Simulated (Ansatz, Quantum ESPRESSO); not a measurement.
**ZrC and the effect of the pressure**

The cell as given:

```
CELL_PARAMETERS angstrom
0.00000 2.36500 2.36500
2.36500 0.00000 2.36500
2.36500 2.36500 0.00000
ATOMIC_POSITIONS crystal
Zr 0.50000 0.50000 0.50000
C 0.00000 0.00000 0.00000
```

Kept alike: task relaxation of cell and atoms; functional PBEsol; k mesh 10 × 10 × 10; occupations fermi-dirac, width 0.05 eV; no spin polarisation. Program: Ansatz, Ansatz PAW, cutoff 420 eV. The mesh is that of the run's cell of 2 atoms. No spin-orbit coupling.

| pressure, P (GPa) | volume (Å³/atom) |
| --- | --- |
| 0 | 12.724 |
| 2 | 12.617 |
| 5 | 12.466 |
| 10 | 12.234 |
| 20 | 11.825 |
| 30 | 11.474 |

The relaxations keep at least the cell's symmetry (Fm-3m). For a metal such a mesh leaves the last digits unconverged. The runs follow the start's structure, whether or not it is the stable one at these pressures. Ansatz's relaxations hold a Pulay term in the stress (up to 0.2 GPa here). P is the pressure aimed at, which the runs meet within some hundredths to tenths of a GPa. All rows use potentials made for PBE.

Q: What does the pressure change here?

A: The volume falls from 12.724 to 11.474 Å³/atom between 0 and 30 GPa. The volume falls ever more slowly, since the solid stiffens under load. At the pressures aimed at, which the runs meet within some tenths of a GPa, the step from 0 to 5 GPa gives a mean bulk modulus near 244 GPa, the last step 332 GPa. A twin series (Quantum ESPRESSO, GBRV 1.5 PBEsol) moves it by -1.2520 between 0 and 30, against -1.2500 Å³/atom here.
